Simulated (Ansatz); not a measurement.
## From the elastic tensor of LiBr at 8 GPa (stress–strain coefficients) to moduli and sound speeds

These are results of DFT PBEsol, scalar-relativistic, plane waves, PAW (Ansatz), not measurements. Settings: 420 eV plane-wave cutoff, Γ-centred 8×8×8 mesh, fixed occupations. No spin polarisation.

It takes space group Fm-3m (No. 225, cubic). The conventional cell has a = 5.088 Å, b = 5.088 Å, c = 5.088 Å, α = 90.00°, β = 90.00°, γ = 90.00°. Around Li (site symmetry m-3m) lie 6 Br at 2.54 Å. Br (site symmetry m-3m) is surrounded by 6 Li at 2.54 Å.

Relaxed-ion constants (GPa, on the Cartesian axes of the calculation):
C11 = 120.7, C12 = 30.9, C13 = 30.9, C22 = 120.7, C23 = 30.9, C33 = 120.7, C44 = 28.8, C55 = 28.8, C66 = 28.8 GPa; the others vanish.

Density 4.379 g/cm³; 2 atoms in 32.93 Å³.

The values that follow are for a polycrystal of randomly turned grains, by Hill's mean where one number stands.

With S = C⁻¹: B_V = (C11+C22+C33+2(C12+C13+C23))/9, G_V = (C11+C22+C33−C12−C13−C23+3(C44+C55+C66))/15, 1/B_R = S11+S22+S33+2(S12+S13+S23), 15/G_R = 4(S11+S22+S33−S12−S13−S23)+3(S44+S55+S66); Hill is their mean. Then v_l = √((B+4G/3)/ρ), v_t = √(G/ρ), v_m = [(2/v_t³+1/v_l³)/3]^(−1/3) and Θ = (ħ/k_B)·v_m·(6π²n/V)^(1/3) for n atoms in the volume V; E = 9BG/(3B+G), ν = (3B−2G)/(2(3B+G)) and A^U = 5G_V/G_R + B_V/B_R − 6.

- Bulk modulus, Voigt / Reuss / Hill: 60.8 / 60.8 / 60.8 GPa
- Shear modulus, Voigt / Reuss / Hill: 35.2 / 33.6 / 34.4 GPa
- Young's modulus: 87 GPa
- Poisson ratio: 0.262
- Pugh ratio B/G: 1.77
- Universal anisotropy index: 0.24
- Longitudinal and transverse sound speeds: 4936 and 2802 m/s
- Debye temperature from the mean sound speed: 365 K